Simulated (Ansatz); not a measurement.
BN: from supercell energies to defect levels (B on the N site)

Theory: Ansatz 0.2.0, DFT PBE+D3(BJ), scalar-relativistic, plane waves, PAW. (420 eV cutoff, 2×2×2 k-mesh, shifted by half a step, Gaussian smearing of 0.01 eV, collinear spin in charge -1 alone)

Host crystal, relaxed:

```yaml
crystal:
  lattice:
    - [1.25306, 0.72345, 3.29488]
    - [-1.25306, 0.72345, 3.29488]
    - [0.00000, -1.44691, 3.29488]
  atoms:
    - { symbol: B, position: [0.99970, 0.99970, 0.99970] }
    - { symbol: N, position: [0.33274, 0.33274, 0.33274] }
```

The B on the N site was set at (0.333, 0.333, 0.333) of the host cell, in a supercell of 48 sites (430 Å³), relaxed at fixed cell in each charge q. In charges 0, -2, -1 some atom moved by up to 0.6 Å, so the relaxed defect can differ in kind from the start: near the site, 3 B at 1.45 Å became 3 B at 1.60 Å (charge 0); 3 B at 1.55 Å (charge -2); 3 B at 1.57 Å (charge -1). The host's Kohn–Sham gap is 4.16 eV and its static dielectric constant 5.4 (mean). For each charge: the supercell's free energy over the neutral one with q electrons exchanged at the valence band top, F(q) − F(0) + qE_v; the image-charge term; and the term that aligns the potential far from the defect with the host's.

| q | F(q) − F(0) + qE_v (eV) | image charge (eV) | alignment (eV) |
| --- | --- | --- | --- |
| 0 | 0.000 | 0.000 | 0.000 |
| -1 | 1.973 | 0.534 | -0.018 |
| -2 | 4.598 | 2.134 | -0.164 |

Problem. Add the terms and find the levels between neighbouring charges, ε(q/q′) = [A(q′) − A(q)]/(q − q′), with and without the two corrections.

Solution. A(q): 0.000 eV for 0, 2.489 eV for -1, 6.568 eV for -2.
```csv
level,corrected (eV over E_v),uncorrected (eV)
(0/-1),2.49,1.97
(-1/-2),4.08,2.62
```

As a check, a point charge in a simple cubic cell of this volume has q²αe²/(2εL) = 0.498 q² eV (e² = 14.40 eV Å, α = 2.837, L = 7.55 Å); the shape of the real cell and the anisotropy of ε can change it somewhat. The term grows as q², so it pushes donor levels down and acceptor levels up. The program doubts the alignment for q = -2, so levels beside it are uncertain by about that term.

Problem. Which of these charges is lowest with the Fermi level at the valence band top, at mid-gap and at the conduction band bottom?

Solution. The line A(q) + qE_F that lies lowest gives the charge: 0 at E_F = 0.00 eV, 0 at E_F = 2.08 eV, -2 at E_F = 4.16 eV. Without the alignment that the program doubts, the level (-1/-2) would lie at 4.24 eV, outside the gap, so these runs don't decide whether the defect changes charge there. Charges beyond those computed could lie lower near the band edges.

Problem. The neutral defect forms at 7.15 eV with atoms taken from and returned to the elements. What are the formation energies at those three Fermi levels, and what share of sites would hold the defect at 1200 K with E_F at mid-gap, if the host still stood at that temperature?

Solution. E_f = E_f(0) + A(q) + qE_F = 7.15, 7.15, 5.39 eV. In the dilute limit the share is exp(−E_f/k_BT) = exp(−7.147/0.1034) = 9.6×10⁻³¹, leaving out degeneracy and vibrational entropy. Both elements stand at their elemental potentials, a limit that the host or competing compounds often put out of reach. The small cell and the narrow Kohn–Sham gap leave errors of tenths of an eV or more, which change the share by orders of magnitude.